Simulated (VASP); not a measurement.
## A slab model of the (1 1 1) face of Al2Pt

How does the (1 1 1) face of Al2Pt behave as a surface? The start is a cell from a database of measured crystal structures.

Main program and level: VASP 6.6.1; PBE; plane waves and PAW (Pt, Al), in the first sound run; inputs show where later runs differ.

The database entry behind the starting cell differs from later determinations by our own check (0.1 to 0.3 % short, probably kX units), so it need not match the best structure at ambient conditions.

## Step 1: Set-up

The structure is cubic, space group Fm-3m (No. 225). Conventional cell: a = 5.910 Å, b = 5.910 Å, c = 5.910 Å, α = 90.00°, β = 90.00°, γ = 90.00°. Nearest to Pt lie 8 Al at 2.56 Å. Nearest to Al lie 4 Pt at 2.56 Å. Farther neighbours are not listed.

Coordinates:

```xyz
3
Lattice="0.0000 2.9550 2.9550 2.9550 0.0000 2.9550 2.9550 2.9550 0.0000" Properties=species:S:1:pos:R:3 pbc="T T T"
Pt    0.0000    0.0000    0.0000
Al    4.4325    4.4325    4.4325
Al    1.4775    1.4775    1.4775
```

## Step 2: The bulk reference

The surface energy counts from the bulk crystal, run with the slab's cutoff and functional on a dense mesh.

File INCAR:

```
SYSTEM = Al2Pt
PREC = Normal
ENCUT = 300
EDIFF = 1E-05
NELM = 120
ISMEAR = 0
SIGMA = 0.2
LREAL = .FALSE.
ALGO = Fast
GGA = PE
NBANDS = 14
LASPH = .TRUE.
LORBIT = 11
LWAVE = .FALSE.
LCHARG = .FALSE.
KPAR = 2
```

File POSCAR:

```
Al2Pt
1.0
    0.0000000000      2.9550000000      2.9550000000
    2.9550000000      0.0000000000      2.9550000000
    2.9550000000      2.9550000000      0.0000000000
Pt Al
1 2
Direct
    0.0000000000      0.0000000000      0.0000000000
    0.7500000000      0.7500000000      0.7500000000
    0.2500000000      0.2500000000      0.2500000000
```

File KPOINTS:

```
Automatic mesh
0
Gamma
10 10 10
0 0 0
```

PAW data sets: Pt and Al (PBE family, release 64).

Command:

```bash
$ mpirun -np 2 vasp_std
```

Output:

```text
[banner, memory and clock lines left out]
running    2 mpi-ranks, on    1 nodes
 distrk:  each k-point on    1 cores,    2 groups
 distr:  one band on    1 cores,    1 groups

 POSCAR found type information on POSCAR PtAl
 POSCAR found :  2 types and       3 ions
 LDA part: xc-table for (Slater+PW92), standard interpolation
 POSCAR, INCAR and KPOINTS ok, starting setup
 FFT: planning ... GRIDC
 FFT: planning ... GRID_SOFT
 FFT: planning ... GRID
 WAVECAR not read
 entering main loop
       N       E                     dE             d eps       ncg     rms          rms(c)
DAV:   1     0.242793788787E+02    0.24279E+02   -0.48186E+03  1442   0.604E+02
DAV:   2    -0.160364304460E+02   -0.40316E+02   -0.35984E+02  1616   0.130E+02
DAV:   3    -0.168196903948E+02   -0.78326E+00   -0.78033E+00  1676   0.172E+01
DAV:   4    -0.168251622629E+02   -0.54719E-02   -0.54715E-02  1534   0.170E+00
DAV:   5    -0.168252494643E+02   -0.87201E-04   -0.87200E-04  1740   0.219E-01    0.851E+00
RMM:   6    -0.163665580380E+02    0.45869E+00   -0.18094E+00  1329   0.888E+00    0.222E+00
RMM:   7    -0.162902355607E+02    0.76322E-01   -0.10724E-01  1349   0.210E+00    0.159E+00
RMM:   8    -0.162638487959E+02    0.26387E-01   -0.31441E-02  1382   0.138E+00    0.231E-01
RMM:   9    -0.162636569417E+02    0.19185E-03   -0.58262E-03  1467   0.538E-01    0.174E-01
RMM:  10    -0.162638865343E+02   -0.22959E-03   -0.14362E-03  1433   0.251E-01    0.571E-02
RMM:  11    -0.162638508499E+02    0.35684E-04   -0.46817E-04  1485   0.144E-01    0.175E-02
RMM:  12    -0.162638539487E+02   -0.30988E-05   -0.92414E-05  1379   0.591E-02
   1 F= -.16263854E+02 E0= -.16252734E+02  d E =-.222394E-01
```

The job ended after 4.8 s (2 MPI ranks of AMD EPYC 7R43, shared host; peak memory 0.18 GiB).

The logs omit lines about the potential files and the build; timing stands in the text.

From OUTCAR (step 2):

```text
ion  position               nearest neighbor table
   1  0.000  0.000  0.000-   2 2.56   2 2.56   2 2.56   2 2.56   3 2.56   3 2.56   3 2.56   3 2.56

  LATTYP: Found a face centered cubic cell.
 ALAT       =     5.9100000000

 Subroutine GETGRP returns: Found 48 space group operations
 (whereof 48 operations were pure point group operations)

The static configuration has the point symmetry O_h .

 Found     47 irreducible k-points:

   k-points           NKPTS =     47   k-points in BZ     NKDIM =     47   number of bands    NBANDS=     14

   dimension x,y,z NGX =    18 NGY =   18 NGZ =   18
   dimension x,y,z NGXF=    36 NGYF=   36 NGZF=   36

   ENCUT  =  300.0 eV  22.05 Ry    4.70 a.u.   5.90  5.90  5.90*2*pi/ulx,y,z

   NELECT =      16.0000    total number of electrons

 k-points in reciprocal lattice and weights: Automatic mesh
   0.00000000  0.00000000  0.00000000       0.001
   0.10000000  0.00000000  0.00000000       0.008
   0.20000000  0.00000000  0.00000000       0.008
   0.30000000  0.00000000  0.00000000       0.008
   0.40000000  0.00000000  0.00000000       0.008
   0.50000000  0.00000000  0.00000000       0.004
   0.10000000  0.10000000  0.00000000       0.006
   0.20000000  0.10000000  0.00000000       0.024
   0.30000000  0.10000000  0.00000000       0.024
[...]
-0.30000000  0.40000000  0.20000000       0.024
  -0.30000000  0.50000000  0.20000000       0.012

 average (electrostatic) potential at core
       1 -66.6193       2 -72.4193       3 -72.4193

 E-fermi :   7.8949

 k-point     1 :       0.0000    0.0000    0.0000
  band No.  band energies     occupation
    ...
      2       2.8507      2.00000
      3       2.8507      2.00000
      4       2.8507      2.00000
      5       4.2085      2.00000
      6       4.2085      2.00000
      7      10.8576      0.00000
      8      11.7281      0.00000
      9      11.7281      0.00000
     10      11.7281      0.00000
     11      13.3141      0.00000
    ...

 k-point     2 :       0.1000    0.0000    0.0000
  band No.  band energies     occupation
    ...
      2       2.7687      2.00000
      3       2.8969      2.00000
      4       2.8969      2.00000
      5       4.1922      2.00000
      6       4.1922      2.00000
      7      10.0666      0.00000
      8      11.1232      0.00000
      9      11.3430      0.00000
     10      11.3430      0.00000
     11      13.7492      0.00000
    ...

 k-point     3 :       0.2000    0.0000    0.0000
  band No.  band energies     occupation
    ...
      2       2.5590      2.00000
      3       3.0098      2.00000
      4       3.0098      2.00000
      5       4.1758      2.00000
      6       4.1758      2.00000
      7       7.9947      0.48069
      8      10.5877      0.00000
      9      10.5877      0.00000
     10      11.4812      0.00000
     11      13.5015      0.00000
    ...

  Total        0.6956617      0.6956617      0.6956617      0.0000000      0.0000000      0.0000000
  in kB       21.5976358     21.5976358     21.5976358      0.0000000      0.0000000      0.0000000
  external PRESSURE =      21.5976358 kB  Pullay stress =       0.0000000 kB

  energy-cutoff  :      300.00
  volume of cell :       51.61
      direct lattice vectors                 reciprocal lattice vectors
     0.000000000  2.955000000  2.955000000    -0.169204738  0.169204738  0.169204738
     2.955000000  0.000000000  2.955000000     0.169204738 -0.169204738  0.169204738
     2.955000000  2.955000000  0.000000000     0.169204738  0.169204738 -0.169204738

 POSITION                                       TOTAL-FORCE (eV/Angst)
 -----------------------------------------------------------------------------------
      0.00000      0.00000      0.00000         0.000000      0.000000     -0.000000
      4.43250      4.43250      4.43250         0.000000      0.000000      0.000000
      1.47750      1.47750      1.47750        -0.000000     -0.000000     -0.000000
 -----------------------------------------------------------------------------------
    total drift:                                0.000000      0.000000     -0.000000

  FREE ENERGIE OF THE ION-ELECTRON SYSTEM (eV)
  ---------------------------------------------------
  free  energy   TOTEN  =       -16.2638539487 eV

  energy  without entropy=      -16.2416145931  energy(sigma->0) =      -16.25273427

 total charge
# of ion       s       p       d       tot
------------------------------------------
    1        0.837   0.722   8.155   9.715
    2        0.402   0.367   0.000   0.769
    3        0.402   0.367   0.000   0.769
--------------------------------------------------
tot          1.642   1.456   8.155  11.253

[... 3 further parts left out ...]
```

This step gave:

* electronic cycles: 12
* electrons: 16
* free energy (TOTEN): -16.26 eV
* energy at zero smearing: -16.25 eV
* Fermi energy: 7.895 eV
* labelled metallic, from the levels on this mesh: yes

Energy at zero smearing: -16.25273 eV.

The run ends at a pressure of 2.16 GPa.

(Continued in part 2 of 5.)

[Lines on the potential files, build, host, timing and source positions are cut from VASP's logs without a mark.]

[Logs are printed without paths, hosts, clocks, repeated set-up lines and the standing remarks that a program may print on its own settings, such as how far it seeks lower states.]

[Hosts, paths, dates, database ids (printed as entryN), source tags and the programs' standing remarks are cut or masked in the printed files.]

[In band tables of VASP the shares of atoms and orbitals are scaled to a sum of 1 inside the atoms' spheres.]

[Runs that stopped without an error message from VASP are left out.]
